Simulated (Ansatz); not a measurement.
Electron masses and the choice of a transistor channel

Plane-wave DFT in Ansatz, PBE, scalar-relativistic PAW potentials, cutoff 420 eV, no spin-orbit coupling; no spin polarisation. Relaxed crystals whose conduction band edge is a single valley at Γ; masses by central differences along the Cartesian axes of the standard setting.

| crystal | gap (eV) | gap kind | m_x | m_y | m_z (mₑ) |
| --- | --- | --- | --- | --- | --- |
| InP (F-43m) | 0.44 | direct | 0.039 | 0.039 | 0.039 |
| GaN (P6_3mc) | 1.71 | direct | 0.16 | 0.16 | 0.144 |
| AlN (P6_3mc) | 4.03 | direct | 0.296 | 0.296 | 0.282 |
| ZnSe (F-43m) | 1.15 | direct | 0.0906 | 0.0906 | 0.0906 |

Take a film 3 nm thick, normal along z, current along x, at 300 K. Work out the injection velocity, the density-of-states capacitance and the confinement shift.

For a non-degenerate gas v_T = √(2k_BT/πm_x) = 5.38×10⁶ cm/s ÷ √(m_x/mₑ); one valley with both spins has C_Q = e²√(m_x m_y)/πħ² = 66.9 μF/cm² × √(m_x m_y)/mₑ; hard walls lift the first subband by ħ²π²/(2m_z t²) = 376 meV nm² ÷ (t² m_z/mₑ).
| crystal | v_T (10⁷ cm/s) | C_Q (μF/cm²) | shift (meV) |
| --- | --- | --- | --- |
| InP (F-43m) | 2.72 | 2.6 | 1071 |
| GaN (P6_3mc) | 1.34 | 10.7 | 290 |
| AlN (P6_3mc) | 0.99 | 19.8 | 148 |
| ZnSe (F-43m) | 1.79 | 6.1 | 461 |

With a gate oxide of 1 nm equivalent thickness (3.45 μF/cm²), which gives the most current per gate overdrive in the ballistic limit?

The gate capacitance is the series value C_G = 1/(1/C_ox + 1/C_Q), and the current goes as C_G v_T: InP (F-43m) 1.00, ZnSe (F-43m) 0.97, GaN (P6_3mc) 0.87, AlN (P6_3mc) 0.72 (relative). For an isotropic mass C_G v_T peaks where C_Q = C_ox, at about 0.05 mₑ. This measure doesn't part those within 10 % of the top value: InP (F-43m), ZnSe (F-43m). C_Q is the degenerate value and v_T the non-degenerate one; at high drain bias only forward-going states fill, which halves C_Q, while degeneracy raises the velocity, so values within about 10 % of each other aren't ranked. Scattering and the charge centroid are left out, and so are side valleys, which confinement lifts less and can make the lowest. Members with gaps over 3 eV here are hard to dope and contact. Where the shift is over a third of the gap (InP (F-43m), ZnSe (F-43m)) the band isn't parabolic that far up, so the true shift is smaller and the mass larger. Semilocal functionals give gaps too small and so, as a rule, masses too light.

Cost: about 2.7 core-minutes for the runs cited, on Arm Neoverse V1, AMD EPYC 9R45 (Zen 5), Arm Neoverse V2 (shared hosts).